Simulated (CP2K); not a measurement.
**Bi under changes of volume**

One of the cells (34.026 Å³/atom); the others are scaled copies at fixed shape and fractional positions:

```
Bi
1.0
     4.68864    0.00000    0.00000
     0.50276    4.66161    0.00000
    -0.93768   -0.84199    3.11355
Bi
2
Direct
  0.75306 0.75306 0.85738
  0.24694 0.24694 0.14262
```

This isn't the form of Bi at room conditions, which is rhombohedral.

| Item | Value |
| --- | --- |
| Program | CP2K 2026.2 |
| Functional | PBE |
| Potentials or basis | POTENTIAL_UZH Bi GTH-PBE-q5; TZVP-MOLOPT-PBE-GTH basis |
| Density cutoff | 6123 eV |
| k mesh | 6 × 6 × 9 |
| Occupations | fermi-dirac, width 0.05 eV |
| Spin | no spin polarisation |

| volume (Å³/atom) | energy over the lowest point (meV/atom) | pressure (GPa) | largest force (eV/Å) |
| --- | --- | --- | --- |
| 31.984 | 30.48 | 4.3 | 0.068 |
| 32.665 | 15.25 | 2.9 | 0.036 |
| 33.345 | 5.47 | 1.7 | 0.010 |
| 34.026 | 0.55 | 0.6 | 0.027 |
| 34.706 | 0.00 | -0.3 | 0.053 |
| 35.387 | ? | ? | ? |
| 36.067 | 10.21 | -2.0 | 0.103 |

Task: What does the run at 35.387 Å³/atom give?

Result: Energy over the lowest point 3.36 meV/atom; pressure -1.2 GPa; largest force 0.079 eV/Å.

Worked out: A Birch-Murnaghan fit of order 3 (a polynomial in V^(-2/3)) to the other rows has its minimum at 34.45 Å³/atom with B0 = V·E''(V) = 48 GPa and B' = 4.5 at fixed shape and positions, which overstates the stiffness. It gives 3.36 meV/atom at 35.387 Å³/atom, against the run's 3.36, and -dE/dV = -1.2 GPa, against -1.2.

Energies are extrapolated to zero smearing.

Caveats: the basis of atomic orbitals isn't converged, which shifts pressures, moduli and gaps.
